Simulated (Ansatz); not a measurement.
Runs of Ansatz 0.2.0 on CdS (Hawleyite). The structure is cubic, space group F-43m (No. 216). The conventional cell has a = 5.833 Å, b = 5.833 Å, c = 5.833 Å, α = 90.00°, β = 90.00°, γ = 90.00°. Around Cd (site symmetry -43m) lie 4 S at 2.53 Å. S (site symmetry -43m) has 4 Cd at 2.53 Å as nearest neighbours. 

| potentials or basis | cutoff (eV) | basis error allowed | gap on the mesh (eV) | pressure (GPa) |
| --- | --- | --- | --- | --- |
| all-electron PAW datasets made for the crystal | 260 | - | 1.00 | -0.2 |
| all-electron LAPW, scalar-relativistic | 247 | 0.001 eV/atom | 1.00 | -0.2 |
| all-electron LAPW, inner shells corrected to Dirac's equation | 247 | 0.001 eV/atom | 1.00 | -0.2 |
| all-electron LAPW, non-relativistic | 247 | 0.001 eV/atom | 1.48 | (a) |

Alike in all rows: task band structure; level PBEsol; no spin polarisation; cell as given; k mesh 8 × 8 × 8; smearing fermi-dirac 0.05 eV.

Task: Fill in the values left out.

Result: (a) 2.0.

Caveats: relativity is left out, which matters for the heavier elements (some runs).

A k mesh can miss the band edges, and the runs leave out spin-orbit coupling on Cd.

The runs don't all hold the same shells in valence.
